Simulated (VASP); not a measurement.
InP, 2 atoms in the cell. It takes space group F-43m (No. 216, cubic). Conventional cell: a = 6.119 Å, b = 6.119 Å, c = 6.119 Å, α = 90.00°, β = 90.00°, γ = 90.00°. Around In (site symmetry -43m) lie 4 P at 2.65 Å. Around P (site symmetry -43m) lie 4 In at 2.65 Å.  The cell isn't the ideal one: a relaxed cell with its volume scaled by 1.06.

```yaml
Program: VASP 6.6.1
Task: relaxation of the atoms
Functional: PBE
Potentials_or_basis: VASP PAW PBE potentials, release 64 (In, P)
Cutoff: 300 eV
k_mesh: 4 × 4 × 4
Occupations: gaussian, width 0.03 eV
Spin: no spin polarisation
Further_INCAR_settings: ALGO = Normal; EDIFF = 1e-07; IBRION = 2; EDIFFG = -0.01; NSW = 40
```

Potentials or basis: VASP PAW PBE potentials, release 64 (In, P).

Command:

```sh
$ cat potpaw_PBE.64/In/POTCAR potpaw_PBE.64/P/POTCAR > POTCAR
$ mpirun -np 1 vasp_std > vasp.out
```

Hardware: 1 thread of Intel(R) Xeon(R) 6975P-C (Granite Rapids) (shared host).

Task: How long does it take, and how much memory?

Result: It took 2.2 s on 1 thread of Intel(R) Xeon(R) 6975P-C (Granite Rapids) (shared host), peak memory 0.13 GiB. Counts: scf iterations 14, k points 8, ion steps 1.
